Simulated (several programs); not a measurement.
**Many methods on one cell: LiH (zincblende)**

LiH built on the zincblende prototype, relaxed with r2SCAN in Ansatz, was computed with several methods. It is cubic, F-43m (No. 216); a = 4.290 Å in the conventional setting, 9.87 Å³ an atom. Li has 4 H at 1.86 Å; H has 4 Li at 1.86 Å. Computed, not measured; no magnetism was allowed, and whether the structure is a known phase isn't checked.

```xyz
2
Lattice="0.0000 2.1451 2.1451 2.1451 0.0000 2.1451 2.1451 2.1451 0.0000" Properties=species:S:1:pos:R:3 pbc="T T T"
Li    0.0000    0.0000    0.0000
H     1.0726    1.0726    1.0726
```

Gaps and times are for a single point on this cell; volume and bulk modulus come from each method's own relaxation or energy curve at fixed shape. Times are rough, from shared hosts (AMD EPYC 9R45 96-Core Processor; Arm Neoverse V1; NVIDIA H100 80GB HBM3), and each method has its own mesh and cell size. PM6 (MOPAC), PM7 (MOPAC), GFN1-xTB (tblite), GFN2-xTB (tblite) treat a cluster of cells at its zone centre, which samples few k points: where these miss a band edge, the gap comes out too large for that reason alone. Gaps from k meshes are read at a limited set of points (mesh, symmetry points, PBE's band edges), so each method's own least gap may be somewhat smaller. xTB and the PM methods were fitted mostly to molecules, and can miss a solid's gap by electronvolts. Minimal bases can be far off for gaps. Times of the plane-wave ladder aren't listed, since it ran on unlike processors and cards. GLLB-SC's gap includes the derivative discontinuity. G0W0 is at finite bands, cutoff and mesh. d marks a direct gap, i an indirect one (no mark: not told apart), a dash a value that wasn't computed or didn't pass its checks.

```
                               method              kind  gap (eV)  own volume (Å³/atom)  bulk modulus (GPa)  atoms computed  processor time
                               PBEsol         semilocal         –                  9.65                   –               2               –
 light PBE (260 eV and a coarse mesh)  light plane-wave    4.20 i                     –                   –               2          0.41 s
                                  LDA         semilocal    3.93 i                  9.13                   –               2               –
                                  PBE         semilocal    4.20 i                  9.85                  27               2               –
                          PM6 (MOPAC)    semi-empirical     12.31                     –                   –         cluster           1.4 s
                          PM7 (MOPAC)    semi-empirical     11.18                     –                   –         cluster           1.6 s
                               r2SCAN         semilocal    4.72 i                  9.87                  27               2               –
               PBE/single zeta (GPAW)       small basis    7.28 i                     –                   –               2           2.6 s
                       GLLB-SC (GPAW)   model potential      7.84                     –                   –               2           2.9 s
                    GFN1-xTB (tblite)     tight binding      6.80                     –                   –         cluster           3.1 s
                    GFN2-xTB (tblite)     tight binding      7.23                     –                   –         cluster           7.5 s
                         Hartree-Fock    exact exchange   12.18 i                     –                   –               2               –
                       PBE/SZV (CP2K)       small basis    5.51 i                 10.08                  31               2            17 s
                             DDH-PBE0            hybrid    6.39 i                     –                   –               2               –
   G0W0@LDA (140 eV screening cutoff)         many-body      6.13                     –                   –               2               –
                                 PBE0            hybrid    5.97 i                     –                   –               2               –
                                HSE06            hybrid    5.25 i                  9.75                   –               2               –
                              r2SCAN0            hybrid    6.31 i                     –                   –               2               –
                      PBE/DZVP (CP2K)       small basis    3.99 i                  9.35                  33               2            32 s
   G0W0@PBE (260 eV screening cutoff)         many-body      6.39                     –                   –               2               –
 G0W0@HSE06 (180 eV screening cutoff)         many-body      7.02                     –                   –               2               –
  G0W0@PBE0 (180 eV screening cutoff)         many-body      7.28                     –                   –               2               –
G0W0@r2SCAN (180 eV screening cutoff)         many-body      6.77                     –                   –               2               –
```

Against HSE06 (5.25 eV) and with closed or daggered gaps left aside, the nearest gap at the points sampled is that of PBE/SZV (CP2K) (+0.26 eV) and the farthest that of PM6 (MOPAC) (+7.06 eV). HSE06 is only a yardstick of convenience: for gaps this wide it usually falls short of measured ones, so a larger value can be the better one.

Volumes against r2SCAN's: PBEsol -2.3 %, LDA -7.5 %, PBE -0.2 %, PBE/SZV (CP2K) +2.2 %, HSE06 -1.2 %, PBE/DZVP (CP2K) -5.3 %.
